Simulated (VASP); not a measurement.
# CuAu (P4/mmm) in VASP: settings compared

One crystal, CuAu, is run at these levels: LDA, PBE; tasks: single point.

All numbers are computed with VASP 6.6.1; they aren't measurements. Logs are shortened: lines on timing, memory, paths and dates and some standing lists are left out, and cuts for length are marked.

**1. The crystal as given**

Symmetry: P4/mmm, No. 123, tetragonal system. Conventional cell: a = 2.811 Å, b = 2.811 Å, c = 3.685 Å, α = 90.00°, β = 90.00°, γ = 90.00°. Au (site symmetry 4/mmm) is surrounded by 8 Cu at 2.71 Å and 4 Au at 2.81 Å. Around Cu (site symmetry 4/mmm) lie 8 Au at 2.71 Å and 4 Cu at 2.81 Å.

**2. Single point, LDA**

INCAR

```
ALGO     = Normal         # electronic algorithm
EDIFF    = 1E-6           # SCF threshold, eV
ENCUT    = 520            # plane-wave cutoff, eV
ISIF     = 2              # what is computed and relaxed
ISMEAR   = 0              # smearing method
LASPH    = True           # aspherical terms in the spheres
LCHARG   = True           # write CHGCAR
LELF     = True           # ELF
LREAL    = False          # projectors in reciprocal space
LVHAR    = True         
LWAVE    = False          # write WAVECAR
NBANDS   = 18             # bands
NELM     = 100            # most SCF steps
PREC     = Accurate       # precision mode
SIGMA    = 0.05           # smearing width, eV
```

KPOINTS

```
k-points
0
Gamma
  8 8 6
```

POSCAR

```
CuAu
1.0
    2.8107494552      0.0000000000      0.0000000000
    0.0000000000      2.8107494552      0.0000000000
    0.0000000000      0.0000000000      3.6850000000
Au Cu
1 1
Direct
    0.0000000000      0.0000000000      0.0000000000
    0.5000000000      0.5000000000      0.5000000000
```

Potentials or basis: VASP PAW LDA potentials, release 64 (Au, Cu).

On the command line:

```sh
> cat potpaw_LDA.64/Au/POTCAR potpaw_LDA.64/Cu/POTCAR > POTCAR
> mpirun -np 1 vasp_std > vasp.out
```

OUTCAR:

```text
EDIFF = 1E-6
   ENCUT = 520
   ISIF = 2
   ISMEAR = 0
   LASPH = True
   LREAL = False
   NELM = 100
   PREC = Accurate

 ion  position               nearest neighbor table
   1  0.000  0.000  0.000-   2 2.71   2 2.71   2 2.71   2 2.71   2 2.71   2 2.71   2 2.71   2 2.71

   2  0.500  0.500  0.500-   1 2.71   1 2.71   1 2.71   1 2.71   1 2.71   1 2.71   1 2.71   1 2.71

  LATTYP: Found a simple tetragonal cell.
 ALAT       =     2.8107494552
 C/A-ratio  =     1.3110382333

  Lattice vectors:

 A1 = (   2.8107494552,   0.0000000000,   0.0000000000)
 A2 = (   0.0000000000,   2.8107494552,   0.0000000000)
 A3 = (   0.0000000000,   0.0000000000,   3.6850000000)

Analysis of symmetry for initial positions (statically):
=====================================================================
 Subroutine PRICEL returns:
 Original cell was already a primitive cell.

 Routine SETGRP: Setting up the symmetry group for a
 simple tetragonal supercell.

 Subroutine GETGRP returns: Found 16 space group operations
 (whereof 16 operations were pure point group operations)
 out of a pool of 16 trial point group operations.

The static configuration has the point symmetry D_4h.

Analysis of symmetry for dynamics (positions and initial velocities):
=====================================================================
 Subroutine PRICEL returns:
 Original cell was already a primitive cell.

 Routine SETGRP: Setting up the symmetry group for a
 simple tetragonal supercell.

 Subroutine GETGRP returns: Found 16 space group operations
 (whereof 16 operations were pure point group operations)
 out of a pool of 16 trial point group operations.

The dynamic configuration has the point symmetry D_4h.

 Subroutine INISYM returns: Found 16 space group operations
 (whereof 16 operations are pure point group operations),
 and found     1 'primitive' translations

----------------------------------------------------------------------------------------

                                     Primitive cell

  volume of cell :      29.1127

  direct lattice vectors                    reciprocal lattice vectors
     2.810749455  0.000000000  0.000000000     0.355776997  0.000000000  0.000000000
     0.000000000  2.810749455  0.000000000     0.000000000  0.355776997  0.000000000
     0.000000000  0.000000000  3.685000000     0.000000000  0.000000000  0.271370421

  length of vectors
     2.810749455  2.810749455  3.685000000     0.355776997  0.355776997  0.271370421

  position of ions in fractional coordinates (direct lattice)
     0.000000000  0.000000000  0.000000000
     0.500000000  0.500000000  0.500000000

  ion indices of the primitive-cell ions
   primitive index   ion index
                 1           1
                 2           2

----------------------------------------------------------------------------------------

 KPOINTS: k-points

Automatic generation of k-mesh.
 Grid dimensions read from file:
 generate k-points for:    8    8    6

 Generating k-lattice:

  Cartesian coordinates                     Fractional coordinates (reciprocal lattice)
     0.044472125  0.000000000  0.000000000     0.125000000  0.000000000  0.000000000
     0.000000000  0.044472125  0.000000000     0.000000000  0.125000000  0.000000000
     0.000000000  0.000000000  0.045228403     0.000000000  0.000000000  0.166666667

  Length of vectors
     0.044472125  0.044472125  0.045228403

  Shift w.r.t. Gamma in fractional coordinates (k-lattice)
     0.000000000  0.000000000  0.000000000

 Subroutine IBZKPT returns following result:
 ===========================================

 Found     60 irreducible k-points:

 Following reciprocal coordinates:
            Coordinates               Weight
  0.000000  0.000000  0.000000      1.000000
  0.125000  0.000000  0.000000      4.000000
  0.250000  0.000000  0.000000      4.000000
  0.375000  0.000000  0.000000      4.000000
  0.500000  0.000000  0.000000      2.000000
  0.125000  0.125000  0.000000      4.000000
[... 16 lines left out ...]
  0.375000  0.125000  0.166667     16.000000
  0.500000  0.125000  0.166667      8.000000
 [... further k-points ...]
   k-points           NKPTS =     60   k-points in BZ     NKDIM =     60   number of bands    NBANDS=     18
   number of dos      NEDOS =    301   number of ions     NIONS =      2
   total plane-waves  NPLWV =  16128
   dimension x,y,z NGX =    24 NGY =   24 NGZ =   28
   dimension x,y,z NGXF=    48 NGYF=   48 NGZF=   56
   ions per type =               1   1
   NGX,Y,Z   is equivalent  to a cutoff of  14.20, 14.20, 12.63 a.u.
   NGXF,Y,Z  is equivalent  to a cutoff of  28.39, 28.39, 25.26 a.u.
 SYSTEM =  unknown system
   PREC   = accura    normal or accurate (medium, high low for compatibility)
   ISTART =      0    job   : 0-new  1-cont  2-samecut
   ICHARG =      2    charge: 1-file 2-atom 10-const
   ISPIN  =      1    spin polarized calculation?
   LNONCOLLINEAR =      F non collinear calculations
   LSORBIT =      F    spin-orbit coupling
   LASPH  =      T    aspherical Exc in radial PAW
   ENCUT  =  520.0 eV  38.22 Ry    6.18 a.u.   5.23  5.23  6.85*2*pi/ulx,y,z
   NELM   =    100;   NELMIN=  2; NELMDL= -5     # of ELM steps
   EDIFF  = 0.1E-05   stopping-criterion for ELM
[... 8 lines left out ...]
   TEBEG  =    0.0;   TEEND  =   0.0 temperature during run
   PSTRESS=    0.0 pullay stress
   NELECT =      22.0000    total number of electrons
   NUPDOWN=      -1.0000    fix difference up-down
   EMIN   =  10.00;   EMAX   =-10.00  energy-range for DOS
   EFERMI =   0.00;   METHOD = LEGACY
   ISMEAR =     0;   SIGMA  =   0.05  broadening in eV -4-tet -1-fermi 0-gaus
   EFERMI_NEDOS =   21; number of points for ismear=-14 and -15
   IALGO  =     38    algorithm
   IMIX   =      4    mixing-type and parameters
     AMIX     =   0.40;   BMIX     =  1.00
     AMIX_MAG =   1.60;   BMIX_MAG =  1.00
  volume/ion in A,a.u.               =      14.56        98.23
  Fermi-wavevector in a.u.,A,eV,Ry     =   1.491152  2.817868 30.253005  2.223533
  Thomas-Fermi vector in A             =   2.603843
   LORBIT       =      0    0 simple, 1 ext, 2 COOP (PROOUT), +10 PAW based schemes
   GGA     = CA    functional components
   LHFCALC =     F    Hartree Fock is set to
   AEXX    =    0.0000 exact exchange contribution
   IVDW    =     0    specifies the selected vdW correction
   LEPSILON=     F    determine dielectric tensor
   LRPA    =     F    only Hartree local field effects (RPA)
 non-spin polarized calculation
 Gauss-broadening in eV      SIGMA  =   0.05
  energy-cutoff  :      520.00
  volume of cell :       29.11
 maximum number of plane-waves:       808
 NGX is ok and might be reduce to    24
   NGX = 11   NGY = 11   NGZ = 13

 number of electron      22.0000010 magnetization

 Free energy of the ion-electron system (eV)
  ---------------------------------------------------
  ext. energy  EPLUGINS =         0.00000000
  ---------------------------------------------------
  free energy    TOTEN  =        -9.21149452 eV

  energy without entropy =       -9.21081901  energy(sigma->0) =       -9.21115676

 E-fermi :   8.5447     XC(G=0): -12.9717

 val. band max:        8.5158382496   @ k =   0.5000   0.1250   0.1667
 cond. band min:       8.5932822094   @ k =   0.2500   0.0000   0.3333
 fundamental gap:      0.0774439598
 Fermi energy:         8.5446554794

 k-point     1 :       0.0000    0.0000    0.0000
  band No.  band energies     occupation
      1      -1.2807      2.00000
      2       1.9154      2.00000
      3       2.0702      2.00000
      4       4.4462      2.00000
      5       4.4462      2.00000
      6       5.5352      2.00000
[... 10 lines left out ...]
     17      25.3556      0.00000
     18      25.9364      0.00000

 k-point     2 :       0.1250    0.0000    0.0000
  band No.  band energies     occupation
      1      -0.9212      2.00000
      2       2.0761      2.00000
      3       2.2973      2.00000
      4       4.2343      2.00000
      5       4.5317      2.00000
      6       5.3852      2.00000
[... 10 lines left out ...]
     17      26.0024      0.00000
     18      27.8398      0.00000

 k-point     3 :       0.2500    0.0000    0.0000
  band No.  band energies     occupation
      1       0.0477      2.00000
      2       2.3957      2.00000
      3       3.0113      2.00000
      4       3.7043      2.00000
      5       4.7673      2.00000
      6       5.0041      2.00000
[... 10 lines left out ...]
     17      24.6854      0.00000
     18      26.8464      0.00000

 k-point     4 :       0.3750    0.0000    0.0000
  band No.  band energies     occupation
      1       1.2347      2.00000
      2       2.8283      2.00000
      3       3.1906      2.00000
      4       3.7796      2.00000
      5       4.6180      2.00000
      6       5.0779      2.00000
[... 10 lines left out ...]
     17      23.0245      0.00000
     18      25.2728      0.00000

 k-point     5 :       0.5000    0.0000    0.0000
  band No.  band energies     occupation
      1       1.8091      2.00000
      2       2.9884      2.00000
      3       3.1862      2.00000
      4       3.9755      2.00000
      5       4.4607      2.00000
      6       5.2583      2.00000
[... 10 lines left out ...]
     17      24.4970      0.00000
     18      25.6098      0.00000

 k-point     6 :       0.1250    0.1250    0.0000
  band No.  band energies     occupation
      1      -0.5636      2.00000
      2       2.3244      2.00000
      3       2.4263      2.00000
      4       4.1556      2.00000
      5       4.4242      2.00000
      6       5.1830      2.00000
[... 307 lines left out ...]
 k-point    21 :       0.1250    0.1250    0.1667
  band No.  band energies     occupation
      1      -0.2421      2.00000
      2       2.3769      2.00000
      3       2.5350      2.00000
      4       4.1799      2.00000
      5       4.3642      2.00000
      6       5.1571      2.00000
[... 10 lines left out ...]
     17      24.9794      0.00000
     18      28.1961      0.00000

 k-point    22 :       0.2500    0.1250    0.1667
  band No.  band energies     occupation
      1       0.6675      2.00000
      2       2.6873      2.00000
      3       3.1861      2.00000
      4       3.6470      2.00000
      5       4.3018      2.00000
      6       4.6794      2.00000
[... 10 lines left out ...]
     17      25.7740      0.00000
     18      27.0834      0.00000

 k-point    23 :       0.3750    0.1250    0.1667
  band No.  band energies     occupation
      1       1.6898      2.00000
      2       2.7220      2.00000
      3       3.3213      2.00000
      4       3.6744      2.00000
      5       4.3187      2.00000
      6       4.8298      2.00000
[... 10 lines left out ...]
     17      24.8406      0.00000
     18      25.3079      0.00000

 k-point    24 :       0.5000    0.1250    0.1667
  band No.  band energies     occupation
      1       2.3096      2.00000
      2       2.3996      2.00000
      3       3.4380      2.00000
      4       3.5522      2.00000
      5       4.3674      2.00000
      6       5.1987      2.00000
[... 10 lines left out ...]
     17      22.5545      0.00000
     18      24.2139      0.00000

 [... further k-points ...]
[... 5 lines left out ...]
  --------------------------------------------------------------------------------------
  -------------------------------------------------------------------------------------
  Total       -1.3045788     -1.3045788     -1.7853955      0.0000000      0.0000000      0.0000000
  in kB      -71.7958153    -71.7958153    -98.2569463      0.0000000      0.0000000      0.0000000
  external PRESSURE =     -80.6161923 kB  Pullay stress =       0.0000000 kB

 VOLUME and BASIS-vectors are now :
 -----------------------------------------------------------------------------
  energy-cutoff  :      520.00
  volume of cell :       29.11
      direct lattice vectors                 reciprocal lattice vectors
     2.810749455  0.000000000  0.000000000     0.355776997  0.000000000  0.000000000
     0.000000000  2.810749455  0.000000000     0.000000000  0.355776997  0.000000000
     0.000000000  0.000000000  3.685000000     0.000000000  0.000000000  0.271370421

 POSITION                                       TOTAL-FORCE (eV/Angst)
 -----------------------------------------------------------------------------------
      0.00000      0.00000      0.00000         0.000000      0.000000      0.000000
      1.40537      1.40537      1.84250         0.000000      0.000000      0.000000
 -----------------------------------------------------------------------------------
    total drift:                                0.000000      0.000000     -0.000000

  FREE ENERGIE OF THE ION-ELECTRON SYSTEM (eV)
  ---------------------------------------------------
  free  energy   TOTEN  =        -9.2114945172 eV

  energy  without entropy=       -9.2108190121  energy(sigma->0) =       -9.21115676
```

Wall time 11 s (1 thread of Intel Xeon 6975P-C (Granite Rapids), shared host); peak memory 0.15 GiB.

What came out:

```
Free energy            : -9.2115 eV
Pressure               : -8.1 GPa
Band gap on the k mesh : none (metal or under the smearing width)
```

Stress tensor (GPa, compression positive):
```
-7.18  0.00  0.00
 0.00 -7.18  0.00
 0.00  0.00 -9.83
```

Levels at points of the mesh, in eV from the Fermi level:
```tsv
k point	band 9	band 10	band 11	band 12	band 13	band 14
(0.00, 0.00, 0.00)	-1.75	-1.53	-1.53	2.03	7.97	9.91
(0.50, 0.00, 0.00)	-2.49	-2.29	-0.94	-0.15	9.35	9.45
(0.50, 0.50, 0.00)	-1.44	-1.44	0.61	0.61	5.11	6.76
(0.00, 0.00, 0.50)	-2.43	-2.42	-2.42	-2.06	14.36	14.51
(0.50, 0.00, 0.50)	-1.66	-1.61	-1.08	-1.08	2.63	4.31
(0.50, 0.50, 0.50)	-1.71	-1.64	5.21	5.46	5.46	6.11
```

**3. Single point, PBE**

INCAR

```
SYSTEM = CuAu
PREC     = Accurate       ! precision mode
ENCUT    = 520            ! plane-wave cutoff, eV
EDIFF    = 1E-6           ! SCF threshold, eV
ISMEAR   = -1             ! smearing method
SIGMA    = 0.05           ! smearing width, eV
LREAL    = .FALSE.        ! projectors in reciprocal space
LASPH    = .TRUE.         ! aspherical terms in the spheres
NELM     = 100            ! most SCF steps
ALGO     = Normal         ! electronic algorithm
ISIF     = 2              ! what is computed and relaxed
LWAVE    = .FALSE.        ! write WAVECAR
LCHARG   = .FALSE.        ! write CHGCAR
GGA      = PE             ! functional
NBANDS   = 18             ! bands
```

KPOINTS

```
regular mesh
0
G
  7 7 5
  0 0 0
```

POSCAR

```
CuAu
1.0
    2.8107494552      0.0000000000      0.0000000000
    0.0000000000      2.8107494552      0.0000000000
    0.0000000000      0.0000000000      3.6850000000
Au Cu
1 1
Direct
   -0.0070600000      0.0031540000     -0.0155730000
    0.4965640000      0.4897100000      0.4947630000
```

Potentials or basis: VASP PAW PBE potentials, release 64 (Au, Cu).

On the command line:

```sh
> cat potpaw_PBE.64/Au/POTCAR potpaw_PBE.64/Cu/POTCAR > POTCAR
> mpirun -np 1 vasp_std > vasp.out
```

Run time: 21 s. Hardware: 1 thread of Intel Xeon 6975P-C (Granite Rapids), shared host; peak memory 0.19 GiB.

The run converged. Its results:

```
Free energy            : -7.0750 eV
Pressure               : 4.5 GPa
Largest force          : 0.304 eV/Å
Band gap on the k mesh : none (metal or under the smearing width)
```

Forces in eV/Å, atoms in the order of the input:
```
Au   0.036 -0.135  0.270
Cu  -0.036  0.135 -0.270
```

Stress tensor (GPa, compression positive):
```
 4.95 -0.02  0.05
-0.02  4.90 -0.18
 0.05 -0.18  3.79
```

Levels at points of the mesh, in eV from the Fermi level:
| k point | band 7 | band 8 | band 9 | band 10 | band 11 | band 12 | band 13 | band 14 | band 15 | band 16 |
| --- | --- | --- | --- | --- | --- | --- | --- | --- | --- | --- |
| (0.00, 0.00, 0.00) | -2.77 | -2.09 | -1.63 | -1.42 | -1.41 | 2.18 | 8.08 | 10.09 | 10.10 | 16.78 |
